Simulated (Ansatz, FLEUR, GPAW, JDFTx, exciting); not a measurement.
# BP: 5 runs at one level of theory

```
P B
1.0
     0.00000    2.26900    2.26900
     2.26900    0.00000    2.26900
     2.26900    2.26900    0.00000
P B
1 1
Direct
  0.75000 0.75000 0.75000
  0.00000 0.00000 0.00000
```

Alike in all runs: task band structure; functional revPBE; k mesh 10 × 10 × 10; occupations fermi-dirac, width 0.05 eV; no spin polarisation; no spin-orbit coupling. Pressure is positive in compression and, in plane waves, holds the error of the finite cutoff. Gaps are the smaller of the mesh's and the band path's.

| program and potentials | plane-wave cutoff (eV) | notes | band gap (eV) | pressure (GPa) |
| --- | --- | --- | --- | --- |
| Ansatz, all-electron LAPW, scalar-relativistic | - | - | ? | ? |
| exciting, all-electron LAPW+lo, shipped species files, valence relativity iora* | - | - | 1.26 | - |
| JDFTx, PseudoDojo-SR-PBE-0.5-standard with smoothed tails | 1034 | potentials made for PBE | 1.30 | - |
| FLEUR, all-electron, FLAPW | - | - | 1.26 | - |
| GPAW, the program's PAW data sets (release 1.2.1) made for this functional | 800 | - | 1.26 | 3.54 |

Q: Estimate from the other rows what the run with Ansatz, all-electron LAPW, scalar-relativistic gave.

A: Band gap 1.26 eV; pressure 3.23 GPa. The other rows, which needn't bracket it: band gap 1.26 to 1.30; pressure 3.54.
